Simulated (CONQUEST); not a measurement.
CdSe:

```
CELL_PARAMETERS angstrom
4.34202 0.00000 0.00000
0.00000 4.34202 0.00000
0.00000 0.00000 6.14054
ATOMIC_POSITIONS crystal
Cd 0.00000 0.00000 0.00000
Cd 0.50000 0.50000 0.50000
Se 0.00000 0.50000 0.75000
Se 0.50000 0.00000 0.25000
```

Measurements of this composition are mostly on another form, of space group No. 186.

Base run:

```yaml
Program: CONQUEST 1.3
Functional: PBE
Potentials_or_basis: PseudoDojo NC PBE, SZ, grid cutoff 120 Ha
k_mesh: 6 × 6 × 5
Occupations: fermi-dirac, width 0.05 eV
Spin: no spin polarisation
```

Its results: band gap on the k mesh none (metal or under the smearing width); pressure 7.2 GPa.

Task: The run is repeated on the same cell with these changes: potentials or basis from PseudoDojo NC PBE, SZ, grid cutoff 120 Ha to PseudoDojo NC PBE, DZP, grid cutoff 120 Ha. What comes out?

Result: Band gap on the k mesh 0.71 eV; pressure 2.1 GPa.

Caveats: the box holds several primitive cells, so bands are folded and the points are those of the box's own zone; the basis of atomic orbitals isn't converged, which shifts pressures, moduli and gaps; the atomic basis is small (some runs).

